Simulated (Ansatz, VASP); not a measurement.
**Two plane-wave programs on Ta2N**

File INCAR:

```
PREC     = Accurate       # precision mode
ENCUT    = 520            # plane-wave cutoff, eV
EDIFF    = 1E-6           # SCF threshold, eV
ISMEAR   = 0              # smearing method
SIGMA    = 0.05           # smearing width, eV
LREAL    = False          # projectors in reciprocal space
LASPH    = True           # aspherical terms in the spheres
NELM     = 60             # most SCF steps
ALGO     = Normal         # electronic algorithm
ISIF     = 2              # what is computed and relaxed
LWAVE    = False          # write WAVECAR
LCHARG   = True           # write CHGCAR
GGA      = PE             # functional
LELF     = True           # ELF
LVHAR    = True         
NBANDS   = 20             # bands
```

KPOINTS

```
Automatic mesh
0
Gamma
  12 12 6
```

Contents of POSCAR:

```
Ta2N
1.0
    3.0493158896      0.0000000000      0.0000000000
   -1.5246579448      2.6407850245      0.0000000000
    0.0000000000      0.0000000000      4.7704285953
Ta N
2 1
Direct
    0.6666666700      0.3333333300      0.7452890000
    0.3333333300      0.6666666700      0.2547110000
    0.0000000000      0.0000000000      0.0000000000
```

Input for Ansatz:

```yaml
crystal:
  lattice:
    - [3.0493158896, 0.0, 0.0]
    - [-1.5246579448, 2.6407850245, 0.0]
    - [0.0, 0.0, 4.7704285953]
  atoms:
    - { symbol: Ta, position: [0.66666667, 0.33333333, 0.745289] }
    - { symbol: Ta, position: [0.33333333, 0.66666667, 0.254711] }
    - { symbol: "N", position: [0.0, 0.0, 0.0] }
basis:
  ecutwfc: 500
  fft_grid_basis: typed
kpoints:
  mp_grid: { grid: [12, 12, 6] }
hamiltonian:
  xc: pbe
  pseudopotentials: { kind: paw }
scf:
  occupations: { method: gaussian, width: 0.05 }
output:
  forces: true
  stress: true
  eigenvalues: true
  bader: true
  write_density: true
  volumetric_format: npy
  elf: true
```

The cell comes from a database or a generator and needn't be the stable form of this composition.

Alike in both runs: task single point; functional PBE; k mesh 12 × 12 × 6; occupations gaussian, width 0.05 eV; no spin polarisation.

|  | VASP | Ansatz |
| --- | --- | --- |
| version | VASP 6.6.1 | Ansatz 0.2.0 |
| potentials or method | VASP PAW PBE potentials, release 64 (Ta_pv, N) | scalar-relativistic, plane waves, PAW |
| plane-wave cutoff (eV) | 520 | 500 |
| valence electrons in the cell | 27 | 31 |

Ansatz gave:

```
gap on the k mesh at the Fermi level (eV)       : none
pressure (GPa)                                  : 18.2
largest component of the traceless stress (GPa) : 0.47
rms of the force components (eV/Å)              : 0.115
```

**Question.** What did VASP give for the same quantities?

**Answer.** gap on the k mesh at the Fermi level (eV): none; pressure (GPa): 18.8; largest component of the traceless stress (GPa): 0.41; rms of the force components (eV/Å): 0.142.

Atom by atom the forces differ by 0.026 eV/Å (rms over components). A gap of «none» marks a metal or a gap that the smearing closes. With one functional, cell and mesh, what is left measures potentials, basis and numerics. The two sets of potentials don't hold the same shells in valence.

Caveats: so large a pressure means that the cell lies far from this level's equilibrium, or that cutoff or potentials fall short (VASP). The runs have no spin-orbit coupling, so splittings on Ta are missing.
